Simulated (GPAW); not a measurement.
Ni:

```
Ni
1.0
     2.44802    0.00000    0.00000
    -1.22401    2.12005    0.00000
     0.00000    0.00000    4.07281
Ni
2
Cartesian
  1.2240 0.7067 3.0546
  0.0000 1.4134 1.0182
```

This isn't the form of Ni at room conditions, which is fcc.

Program: GPAW 26.7.0. Alike in all runs: spin collinear, ferromagnetic start; cell as given; cutoff (eV) 600.

Problem. Order these runs on this cell by their pressure, lowest first.
A. level LDA; potentials or basis the program's PAW data sets (release 1.2.1) made for this functional, pw; k mesh 12 × 12 × 7; smearing gaussian 0.1 eV; mesh quality not flagged
B. level PBEsol; potentials or basis PAW data sets generated in the run's folder for this functional, pw; k mesh 12 × 12 × 7; smearing fermi-dirac 0.05 eV; mesh quality not flagged
C. level TPSS; potentials or basis GPAW PAW data sets (gpaw-data 1.2.1), pw; k mesh 8 × 8 × 4; smearing fermi-dirac 0.05 eV; eigensolver davidson; band path GMKGALHA,LM,KH; band points 60; mesh quality coarse

Solution. A (-8.9 GPa), B (0.0 GPa), C (1.6 GPa).

Caveats: some runs use coarse meshes; the stock nickel data set gives pressures a few GPa off other programs; the PAW data sets were made with another functional, which shifts forces and pressure a little (some runs).

Not every run made on this cell is shown here.
